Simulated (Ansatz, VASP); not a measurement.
**GaN: VASP beside Ansatz**

The input INCAR:

```
SYSTEM = GaN
PREC = Accurate ; ENCUT = 520
EDIFF = 1E-6 ; ISMEAR = 0
SIGMA = 0.015 ; LREAL = .FALSE.
LASPH = .TRUE. ; NELM = 80
ALGO = Normal ; ISIF = 2
LWAVE = .FALSE. ; LCHARG = .FALSE.
GGA = PE ; NBANDS = 16
```

KPOINTS

```
regular mesh
0
G
  10 10 10
  0 0 0
```

Contents of POSCAR:

```
GaN
1.0
    0.0000000000      2.2535006075      2.2535006075
    2.2535006075      0.0000000000      2.2535006075
    2.2535006075      2.2535006075      0.0000000000
Ga N
1 1
Direct
    0.0000000000      0.0000000000      0.0000000000
    0.2500000000      0.2500000000      0.2500000000
```

Contents of input.yaml:

```yaml
crystal:
  lattice:
    - [0.0, 2.2535006075, 2.2535006075]
    - [2.2535006075, 0.0, 2.2535006075]
    - [2.2535006075, 2.2535006075, 0.0]
  atoms:
    - { symbol: Ga, position: [0.0, 0.0, 0.0] }
    - { symbol: "N", position: [0.25, 0.25, 0.25] }
hamiltonian:
  xc: pbe
  pseudopotentials: { kind: paw }
kpoints:
  mp_grid: { grid: [10, 10, 10] }
scf:
  occupations: { method: gaussian, width: 0.015 }
output:
  forces: true
  stress: true
  eigenvalues: true
```

The cell is a database's computed one.

Alike in both runs: task single point; functional PBE; k mesh 10 × 10 × 10; occupations gaussian, width 0.015 eV; no spin polarisation.

|  | VASP | Ansatz |
| --- | --- | --- |
| version | VASP 6.6.1 | Ansatz 0.2.0 |
| potentials or method | VASP PAW PBE potentials, release 64 (Ga_d, N) | Ansatz PAW |
| plane-wave cutoff (eV) | 520 | 420 |
| valence electrons in the cell | 18 | 18 |

VASP gave:

```
gap on the k mesh at the Fermi level (eV) : 1.72
least direct gap on the mesh (eV)         : 1.72
pressure (GPa)                            : 5.1
```

Task: Estimate Ansatz's values.

Result: gap on the k mesh at the Fermi level (eV): 1.72; least direct gap on the mesh (eV): 1.72; pressure (GPa): 5.0.

The functional is the same, so the differences come from potentials, cutoffs and numerics.

Caveats: the pressure holds a Pulay correction of +0.5 GPa for the finite cutoff (Ansatz). Expect the measured gap to be larger: semilocal functionals such as PBE lack the derivative discontinuity.
